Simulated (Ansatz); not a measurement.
# Si2Mo (P6_222) in Ansatz: notebook

Aim: see how the results for Si2Mo move with the level of theory and the settings. Levels: PBEsol+U, PBE+D4. Tasks: relaxation of cell and atoms.

Program: Ansatz 0.2.0. These are calculated values, not measurements. Logs are shortened: lines on timing, memory, paths and dates and some standing lists are left out, and cuts for length are marked.

## Step 1: Starting point

It takes space group P6_222 (No. 180, hexagonal). The conventional cell has a = 4.585 Å, b = 4.585 Å, c = 6.580 Å, α = 90.00°, β = 90.00°, γ = 120.00°. Mo (site symmetry 222) is surrounded by 10 Si at 2.57 to 2.67 Å. Around Si (site symmetry 2) lie 5 Si at 2.55 to 2.67 Å and 5 Mo at 2.57 to 2.67 Å.

Measurements of this composition are mostly on another form, of space group No. 139.

## Step 2: Relaxation of cell and atoms, PBEsol+U

input.yaml

```yaml
crystal:
  lattice:
    - [4.5854715599, 0.0, 0.0]
    - [-2.29273578, 3.9711348592, 0.0]
    - [0.0, 0.0, 6.5797601]
  atoms:
    - { symbol: Mo, position: [0.5, 0.5, 0.8333333333] }
    - { symbol: Mo, position: [0.0, 0.5, 0.1666666667] }
    - { symbol: Mo, position: [0.5, 0.0, 0.5] }
    - { symbol: Si, position: [0.16387298, 0.32774596, 0.5] }
    - { symbol: Si, position: [0.67225404, 0.83612702, 0.1666666667] }
    - { symbol: Si, position: [0.83612702, 0.16387298, 0.8333333333] }
    - { symbol: Si, position: [0.83612702, 0.67225404, 0.5] }
    - { symbol: Si, position: [0.32774596, 0.16387298, 0.1666666667] }
    - { symbol: Si, position: [0.16387298, 0.83612702, 0.8333333333] }
hamiltonian:
  xc: pbesol
  pseudopotentials: { kind: paw }
  hubbard: { sites: [{ species: Mo, l: d, u_eff: 5.0 }] }
kpoints:
  mp_grid: { grid: [7, 7, 4] }
scf:
  occupations: { method: fermi_dirac, width: 0.05 }
output:
  forces: true
  stress: true
  eigenvalues: true
  write_density: true
  write_potential: true
  elf: true
  volumetric_format: npy
relax:
  f_tol: 0.01
  max_steps: 40
  cell: { stress_tol: 0.05 }
```

Potentials or basis: Ansatz PAW.

Command:

```sh
> ansatz run input.yaml --threads 4 --pin off --max-ram 11264MiB --backend cpu --events-out ev --progress --plain --runs-dir out
```

Output:

```text
Warning: RAYON_NUM_THREADS=4 ignored (pool sized by the plan → 4); use --threads N
Mo: projections on atomic orbitals take those of the free atom [Ar 3d10] 4s2 4p6 4d5 5s1, of charge +0.00 (hamiltonian.pseudopotentials.projection_atoms); the dataset's partial waves leave at most 6.0e-6 of an orbital's norm unspanned inside its sphere
Si: projections on atomic orbitals take those of the free atom [Ne] 3s2 3p2, of charge +0.00 (hamiltonian.pseudopotentials.projection_atoms); the dataset's partial waves leave at most 6.1e-8 of an orbital's norm unspanned inside its sphere
Engine: ansatz 0.2.0, x86_64-unknown-linux-gnu
Pseudopotentials: kind: paw
Pseudopotential: Mo, paw, valence charge 14, recommended cutoff 420 eV (normal), Mo.paw.azcp
Pseudopotential: Si, paw, valence charge 4, recommended cutoff 420 eV (normal), Si.paw.azcp
Functional definition: PBEsol
  exchange = pbesol_x
  correlation = pbesol_c
Crystal: 9 atoms, lattice volume = 119.814 Å³
Basis set: ecut = 420 eV, 2331 PW (Γ), exchange–correlation on 64×64×90 points (8 copies of the dense FFT grid, shifted against one another)
Bands: 42, of which v1, the nominal top of the filled ones, is band 33 counted from 1 (32 counted from 0)
Symmetry: 12 space group operations
Space group: P6222 (ITA 180), of the structure as read, at distance tolerance 4.9e-5 Å
k-points: 24 of 196 (time reversal used)
Non-local potential: Mo, projectors of the file, l = 0: 3, l = 1: 2, l = 2: 2, l = 3: 1
Non-local potential: Si, projectors of the file, l = 0: 2, l = 1: 2, l = 2: 2
PAW form: soft (Blöchl's): semilocal exchange-correlation on the pseudo side does not see the compensation charge
PAW frozen core: Mo, regenerated for the run's functional, and the local potential with it (the file was generated under x = pbe(κ = 0.804, μ = 0.2195149727645171), c = pbe(β = 0.06672455060314922))
PAW frozen core: Si, regenerated for the run's functional, and the local potential with it (the file was generated under x = pbe(κ = 0.804, μ = 0.2195149727645171), c = pbe(β = 0.06672455060314922))
PAW one-centre angular grid: Mo, 590 points (default); XC on 64 Gauss nodes
PAW one-centre angular grid: Si, 110 points (default); XC on 64 Gauss nodes
Initial density: superposition of atomic densities (chi_scale 0.1, normalization cell, long waves of neutral atoms under a Hubbard term (reshape's long-wave potential 0.00 eV rms, cloud 2.65 Å wide))
Initial wavefunctions: pseudopotential atomic-orbital guess
Functional: x = pbesol(κ = 0.804, μ = 0.12345679012345678), c = pbesol(β = 0.046)
SCF iter   1: F=—  HF=-18411.372780 eV  |F-HF|=—  |Δ(HF+E_count)|=         —  Δρ=9.18e-2  dr2=1.51e1  ethr=3.10e-3  ⟨swp⟩=7.8  Hψ=4520  notcnv=0
preconditioner: auto → Kerker (q_TF=auto, 2.470 Å⁻¹)  [metal: Δε(μ)=0.039 eV  Ē_g=7.624 eV  σ=0.050 eV  W_gap=0.19  n_scr=22 (ndim 8)  ℏωp=22.0 eV  f_vac=0.000  D(μ)=1.53/eV (n_scr^D=2)]
SCF iter   2: F=—  HF=-18408.130852 eV  |F-HF|=—  |Δ(HF+E_count)|=    3.24e0  Δρ=3.07e-2  dr2=7.85e-1  ethr=3.10e-3  ⟨swp⟩=3.0  Hψ=2272  notcnv=0  defer=35
preconditioner: auto → Resta (q_TF=auto, 2.470 Å⁻¹)  ε∞=10.0  [insulator: Δε(μ)=0.383 eV  Ē_g=7.324 eV  σ=0.050 eV  W_gap=0.96  n_scr=22 (ndim 8)  ℏωp=22.0 eV  f_vac=0.000  D(μ)=0.06/eV (n_scr^D=0)  ε∞_Penn≈10.0]
SCF iter   3: F=—  HF=-18408.456156 eV  |F-HF|=—  |Δ(HF+E_count)|=   3.25e-1  Δρ=1.64e-2  dr2=3.40e-1  ethr=1.19e-3  ⟨swp⟩=2.6  Hψ=1581  notcnv=0  defer=31
SCF iter   4: F=—  HF=-18408.512004 eV  |F-HF|=—  |Δ(HF+E_count)|=   5.58e-2  Δρ=6.24e-3  dr2=2.80e-2  ethr=5.15e-4  ⟨swp⟩=2.7  Hψ=1760  notcnv=0  defer=34
SCF iter   5: F=—  HF=-18408.526198 eV  |F-HF|=—  |Δ(HF+E_count)|=   1.42e-2  Δρ=1.62e-3  dr2=1.98e-3  ethr=4.24e-5  ⟨swp⟩=2.0  Hψ=1561  notcnv=0  defer=34
SCF iter   6: F=—  HF=-18408.527238 eV  |F-HF|=—  |Δ(HF+E_count)|=   1.04e-3  Δρ=2.13e-4  dr2=2.71e-5  ethr=3.01e-6  ⟨swp⟩=2.0  Hψ=1415  notcnv=0  defer=34
SCF iter   7: F=—  HF=-18408.527267 eV  |F-HF|=—  |Δ(HF+E_count)|=   2.98e-5  Δρ=2.20e-5  dr2=3.01e-7  ethr=4.11e-8  ⟨swp⟩=2.0  Hψ=1492  notcnv=0  defer=34
SCF iter   8: F=-18408.527268 eV  HF=-18408.527268 eV  |F-HF|=1.56e-8  |Δ(HF+E_count)|=   3.80e-7  Δρ=3.77e-6  dr2=2.13e-8  ethr=1.52e-10  ⟨swp⟩=16.2  Hψ=7236  notcnv=0
SCF 1 converged in 8 iterations: F = -18408.527268 eV  dr2 = 2.13e-8
relax step   1: F+E_penalty+E_count = -18408.52726771 eV  Δ(F+E_penalty+E_count) = +0.000e0 eV  max|allowed force component| = 4.919e-3 eV/Å  Δτ_max = 0.0000 Å  P = -2.734 GPa  Ω = 119.814 Å³  (8 SCF iters, dr2 threshold 1.00e-7 eV, accepted)
Crystal: 9 atoms, lattice volume = 117.920 Å³
Initial density: handed on by an earlier stage of this run
Initial wavefunctions: those handed on with the density
iter 1 solved again at ethr=1.48e-6 eV; its pass at ethr=3.10e-3 eV (dr2=9.74e-4 eV) is discarded
[... 24 lines left out ...]
SCF iter   3: F=—  HF=-18408.540318 eV  |F-HF|=—  |Δ(HF+E_count)|=   2.49e-8  Δρ=1.58e-6  dr2=1.46e-9  ethr=4.00e-11  ⟨swp⟩=2.0  Hψ=1799  notcnv=0
SCF iter   4: F=—  HF=-18408.540318 eV  |F-HF|=—  |Δ(HF+E_count)|=   1.18e-9  Δρ=4.55e-7  dr2=1.62e-10  ethr=2.22e-12  ⟨swp⟩=2.1  Hψ=1471  notcnv=0
SCF iter   5: F=-18408.540318 eV  HF=-18408.540318 eV  |F-HF|=0.00e0  |Δ(HF+E_count)|=  4.73e-11  Δρ=7.29e-8  dr2=2.86e-12  ethr=1.00e-12  ⟨swp⟩=7.1  Hψ=4529  notcnv=0
SCF 4 converged in 5 iterations: F = -18408.540318 eV  dr2 = 2.86e-12
relax step   4: F+E_penalty+E_count = -18408.54031761 eV  Δ(F+E_penalty+E_count) = +2.962e-4 eV  max|allowed force component| = 3.383e-3 eV/Å  Δτ_max = 0.0000 Å  P = -0.022 GPa  Ω = 118.321 Å³  stress off target by 4.42e-2 GPa  SCF on the basis re-selected at this cell (its energy is not comparable with the rows above)  (5 SCF iters)
basis re-selected at this cell: Δ(F+E_penalty+E_count) = +2.962e-4 eV, ΔP = -0.003 GPa vs the last step (what re-selecting the basis moved, of the pressure what is left beyond the Pulay correction that the steps carried, after the strain that the cell walked since its last selection, with what the two solves' SCF thresholds leave and, on support functions, any second-order correction that the steps lacked; it is no measure of the basis error at this ecutwfc). This SCF's stress stands 4.42e-2 GPa from its target on what of the cell is left free (relax.cell.stress_tol is 5.00e-2 GPa) and its largest allowed force component is 3.38e-3 eV/Å (relax.f_tol is 1.00e-2 eV/Å): within both
SCF converged after 5 iterations
Free energy (F): -18408.540318 eV
Harris-Foulkes:  -18408.540318 eV  (|F-HF|=0.00e0)
Internal energy: -18408.540291 eV  (E = F + TS)
E sigma→0 (E₀):  -18408.540304 eV
Entropy (-TS):   -0.000027 eV (-0.003 meV/atom)
Fermi energy:    16.695461 eV
--- Per-component energies (eV) ---
  E_band       = -117.066562
  E_kinetic    = 1602.747073
  E_local      = -3416.422606  (includes V_loc(G=0)·N_el)
  E_nonlocal   = 586.520041
  E_hartree    = 1279.678293
  E_xc         = -892.116950
  E_vxc        = -988.754329  (∫ρ·V_xc dr)
  E_hubbard    = 17.814775  (on-site DFT+U / exact-exchange correction)
  E_vhub       = -8.071512  (the Hubbard potential's part of the band-sum identity)
  E_paw        = -12426.538806  (= ΣΔE_a)
  E_vpaw       = -452.441888  (= ΣTr[D̂ρ^β])
  E_aug_tail   = 0.000082  (compensation charges beyond the density's cutoff)
  E_ewald      = -5161.039455
  E_core_change = 0.817262  (= ΣΔE_core)
  E_smearing   = -0.000027  (= −TS)
  E_closure    = 0.000000  (closes the sum)
  Σ components = -18408.540318   (vs F -18408.540318, Δ=0.00e0)
--- Forces (eV/Å), atoms counted from 1 ---
  atom   1  Mo     0.00000000    -0.00000000     0.00000000
  atom   2  Mo    -0.00000000    -0.00000000    -0.00000000
  atom   3  Mo     0.00000000    -0.00000000     0.00000000
  atom   4  Si     0.00000000    -0.00338305    -0.00000000
  atom   5  Si     0.00292981     0.00169153     0.00000000
  atom   6  Si     0.00292981    -0.00169153    -0.00000000
  atom   7  Si    -0.00000000     0.00338305    -0.00000000
  atom   8  Si    -0.00292981    -0.00169153     0.00000000
  atom   9  Si    -0.00292981     0.00169153    -0.00000000
  max |Σ_I F_I| component: 4.62e-17 eV/Å
--- Stress (GPa, compression-positive) ---
       -0.011467       0.000000      -0.000000
        0.000000      -0.011467      -0.000000
       -0.000000      -0.000000      -0.044158
  P = ⅓ Tr σ = -0.0224 GPa (-0.224 kbar)
--- Band table (eV; the first three rows and the last of 24) ---
  k-point 0: bands = ["-43.9060", "-43.8735", "-43.8735", "-18.2236", "-18.2022", "-18.2022", "-18.2020", "-18.2020", "-18.1072", "-18.0526", "-18.0526", "-18.0159", "2.5984", "5.6017", "5.6017", "9.3145", "9.9192", "9.9192", "10.6114", "10.6114", "11.2012", "11.5317", "11.5317", "11.9709", "12.9973", "12.9973", "13.4874", "13.4874", "13.7659", "13.7659", "14.0438", "14.6170", "15.3570", "19.0097", "19.0097", "19.0993", "19.2368", "19.2710", "19.5042", "19.5042", "19.7356", "19.7356"]
  k-point 1: bands = ["-43.9030", "-43.8845", "-43.8653", "-18.2431", "-18.2143", "-18.2130", "-18.1911", "-18.1434", "-18.1100", "-18.0896", "-18.0338", "-18.0221", "2.8297", "4.4702", "6.6779", "9.4905", "9.7556", "10.0038", "10.1711", "10.8495", "11.1799", "11.2847", "11.3218", "11.4485", "12.9093", "13.3589", "13.5068", "13.5764", "14.0426", "14.0797", "14.3161", "14.7217", "15.7807", "18.7384", "18.8995", "19.0328", "19.1134", "19.2330", "19.3450", "19.4645", "19.6049", "19.7437"]
  k-point 2: bands = ["-43.8951", "-43.8951", "-43.8623", "-18.2576", "-18.2173", "-18.1955", "-18.1955", "-18.1107", "-18.1107", "-18.0813", "-18.0813", "-18.0107", "3.4884", "3.4884", "7.2998", "9.2418", "9.8398", "9.8398", "10.0122", "10.8372", "10.8372", "11.4284", "11.4284", "11.5797", "12.9360", "12.9360", "13.0222", "13.4547", "14.5064", "14.5064", "14.7091", "15.5909", "15.5909", "18.4180", "19.1562", "19.1955", "19.1955", "19.2487", "19.3467", "19.3467", "19.4910", "19.4910"]
  k-point 23: bands = ["-43.8940", "-43.8820", "-43.8759", "-18.2657", "-18.2487", "-18.2427", "-18.1711", "-18.1508", "-18.1350", "-18.0492", "-18.0419", "-17.9973", "5.3212", "5.4070", "6.0274", "6.9727", "7.2321", "8.5640", "10.2528", "10.4566", "10.9857", "11.8802", "12.8668", "12.9482", "13.1340", "13.1450", "13.4049", "13.5085", "14.3704", "14.7158", "14.8995", "15.2538", "15.9202", "17.5493", "17.8491", "18.0029", "18.3548", "18.5013", "18.6680", "18.8865", "19.3024", "20.0159"]
Occupation matrices written to <dir>
--- Relaxed structure (3 steps of the walk, 3 accepted, 1 SCFs on fresh bases) ---
  F+E_penalty+E_count = -18408.54031761 eV   max|allowed force component| = 3.383e-3 eV/Å   (the final SCF, on the basis selected at the relaxed cell)
  cell:  # Å, volume = 118.3205 Å³
    - [4.566985462134146, 2.875123529033538e-11, 2.089945910199081e-34]
    - [-2.283492731091972, 3.9551254289080098, -1.6267413928589034e-34]
    - [2.35627378225783e-34, -1.071033537389923e-34, 6.550435876735077]
  atoms:
    - { symbol: Mo, position: [0.5, 0.5, 0.8333333333333336] }
    - { symbol: Mo, position: [-6.342302800277984e-36, 0.49999999999999994, 0.16666666666666669] }
    - { symbol: Mo, position: [0.5, -9.100691182509548e-21, 0.5000000000000001] }
    - { symbol: Si, position: [0.16392591832255474, 0.32785183664510953, 0.5000000000000001] }
    - { symbol: Si, position: [0.6721481633548905, 0.8360740816774453, 0.16666666666666669] }
    - { symbol: Si, position: [0.8360740816774453, 0.16392591832255476, 0.8333333333333336] }
    - { symbol: Si, position: [0.8360740816774453, 0.6721481633548906, 0.5000000000000001] }
    - { symbol: Si, position: [0.3278518366451095, 0.16392591832255474, 0.16666666666666669] }
    - { symbol: Si, position: [0.1639259183225546, 0.8360740816774452, 0.8333333333333336] }
```

Run time: 13 s. Hardware: 4 threads of AMD EPYC 7R43 (Zen 3), shared host; peak memory 0.58 GiB.

Results:

```yaml
Free_energy: -18408.5403 eV
Relaxed_volume: 13.15 Å³/atom
Relaxed_cell: a = 4.567 Å, b = 4.567 Å, c = 6.550 Å, α = 90.00°, β = 90.00°, γ = 120.00°
Space_group_after_relaxing_to_0.05_Å: P6_222 (No. 180)
Energy_gained_by_relaxing: 1.4 meV/atom
Ionic_steps: 4
Pressure_after_relaxing: 0.0 GPa
Largest_force_after_relaxing: 0.003 eV/Å
Band_gap_on_the_k_mesh: 0.78 eV, indirect (least direct gap 1.13 eV)
```

Forces on the atoms (eV/Å):
```
Mo   0.000  0.000  0.000
Mo   0.000  0.000  0.000
Mo   0.000  0.000  0.000
Si   0.000 -0.003  0.000
Si   0.003  0.002  0.000
Si   0.003 -0.002  0.000
Si   0.000  0.003  0.000
Si  -0.003 -0.002  0.000
Si  -0.003  0.002  0.000
```

The path:
```csv
step,energy change (eV),largest force (eV/Å),volume (Å³)
1,0.0000,0.0049,119.81
2,-0.0125,0.0186,117.92
3,-0.0133,0.0033,118.32
4,-0.0130,0.0034,118.32
```

Final structure:
```cif
data_structure
_symmetry_space_group_name_H-M 'P 1'
_symmetry_Int_Tables_number 1
_cell_length_a 4.5670
_cell_length_b 4.5670
_cell_length_c 6.5504
_cell_angle_alpha 90.000
_cell_angle_beta 90.000
_cell_angle_gamma 120.000
_cell_volume 118.32
loop_
_atom_site_label
_atom_site_type_symbol
_atom_site_fract_x
_atom_site_fract_y
_atom_site_fract_z
_atom_site_occupancy
Mo1 Mo 0.50000 0.50000 0.83333 1
Mo2 Mo 0.00000 0.50000 0.16667 1
Mo3 Mo 0.50000 0.00000 0.50000 1
Si1 Si 0.16393 0.32785 0.50000 1
Si2 Si 0.67215 0.83607 0.16667 1
Si3 Si 0.83607 0.16393 0.83333 1
Si4 Si 0.83607 0.67215 0.50000 1
Si5 Si 0.32785 0.16393 0.16667 1
Si6 Si 0.16393 0.83607 0.83333 1
```

Eigenvalues of the final occupation matrices:
| site | spin | trace | eigenvalues |
| --- | --- | --- | --- |
| site 1 | 1 | 2.91 | 0.47 0.53 0.60 0.63 0.69 |
| site 2 | 1 | 2.91 | 0.47 0.53 0.60 0.63 0.69 |
| site 3 | 1 | 2.91 | 0.47 0.53 0.60 0.63 0.69 |

Caveat: odd divisions of the mesh miss points on the zone boundary, where band edges often lie, so the gap on the mesh can be too wide; the plane-wave basis is chosen anew once the cell has moved, so the energies of steps on either side of that aren't comparable; the PAW data sets come from PBE, with cores solved anew for the run's functional, which leaves a small shift of forces and pressure; the U is typed as a test and isn't derived for this compound. A k mesh can miss the band edges.

## Step 3: Relaxation of cell and atoms, PBEsol+U

input.yaml: that of step 2 with these lines changed.

```diff
@@ -18,3 +18,3 @@
   pseudopotentials: { kind: paw }
-  hubbard: { sites: [{ species: Mo, l: d, u_eff: 5.0 }] }
+  hubbard: { sites: [{ species: Mo, l: d, u_eff: 6.0 }] }
 kpoints:
@@ -27,6 +27,2 @@
   eigenvalues: true
-  write_density: true
-  write_potential: true
-  elf: true
-  volumetric_format: npy
 relax:
```

Potentials or basis: Ansatz PAW.

Command:

```sh
> ansatz run input.yaml --threads 4 --pin off --max-ram 11264MiB --backend cpu --events-out ev --progress --plain --runs-dir out
```

Run time: 12 s. Hardware: 4 threads of AMD EPYC 7R43 (Zen 3), shared host; peak memory 0.57 GiB.

It converged, with:

| Property | Result |
| --- | --- |
| Free energy | -18404.9889 eV |
| Relaxed volume | 13.14 Å³/atom |
| Relaxed cell | a = 4.566 Å, b = 4.566 Å, c = 6.549 Å, α = 90.00°, β = 90.00°, γ = 120.00° |
| Space group after relaxing (to 0.05 Å) | P6_222 (No. 180) |
| Energy gained by relaxing | 1.6 meV/atom |
| Ionic steps | 4 |
| Pressure after relaxing | 0.0 GPa |
| Largest force after relaxing | 0.004 eV/Å |
| Band gap on the k mesh | 0.96 eV, indirect (least direct gap 1.29 eV) |

Forces in eV/Å, atoms in the order of the input:
```
Mo   0.000  0.000  0.000
Mo   0.000  0.000  0.000
Mo   0.000  0.000  0.000
Si   0.000 -0.004  0.000
Si   0.004  0.002  0.000
Si   0.004 -0.002  0.000
Si   0.000  0.004  0.000
Si  -0.004 -0.002  0.000
Si  -0.004  0.002  0.000
```

The path:
| step | energy change (eV) | largest force (eV/Å) | volume (Å³) |
| --- | --- | --- | --- |
| 1 | 0.0000 | 0.0079 | 119.81 |
| 2 | -0.0135 | 0.0193 | 117.86 |
| 3 | -0.0144 | 0.0040 | 118.26 |
| 4 | -0.0141 | 0.0041 | 118.26 |

Final structure:
```
CELL_PARAMETERS angstrom
4.56625 0.00000 0.00000
-2.28312 3.95448 0.00000
0.00000 0.00000 6.54914
ATOMIC_POSITIONS crystal
Mo 0.50000 0.50000 0.83333
Mo 0.00000 0.50000 0.16667
Mo 0.50000 0.00000 0.50000
Si 0.16384 0.32768 0.50000
Si 0.67232 0.83616 0.16667
Si 0.83616 0.16384 0.83333
Si 0.83616 0.67232 0.50000
Si 0.32768 0.16384 0.16667
Si 0.16384 0.83616 0.83333
```

Levels at points of the mesh, in eV from the valence-band top:
| k point | band 29 | band 30 | band 31 | band 32 | band 33 | band 34 | band 35 | band 36 | band 37 | band 38 |
| --- | --- | --- | --- | --- | --- | --- | --- | --- | --- | --- |
| (0.00, 0.00, 0.00) | -2.34 | -2.34 | -2.14 | -1.59 | -1.01 | 2.76 | 2.76 | 3.01 | 3.02 | 3.07 |
| (0.00, 0.00, -0.50) | -1.66 | -1.66 | -1.49 | -0.74 | -0.74 | 2.14 | 2.98 | 3.01 | 3.02 | 3.02 |

Eigenvalues of the final occupation matrices:
```
  site  spin  trace               eigenvalues
site 1     1   2.92  0.46 0.53 0.60 0.63 0.70
site 2     1   2.92  0.46 0.53 0.60 0.63 0.70
site 3     1   2.92  0.46 0.53 0.60 0.63 0.70
```

Caveat: odd divisions of the mesh miss points on the zone boundary, where band edges often lie, so the gap on the mesh can be too wide; the plane-wave basis is chosen anew once the cell has moved, so the energies of steps on either side of that aren't comparable; the PAW data sets come from PBE, with cores solved anew for the run's functional, which leaves a small shift of forces and pressure; the U is typed as a test and isn't derived for this compound. A k mesh can miss the band edges.

(Part 1 of 2 ends here.)
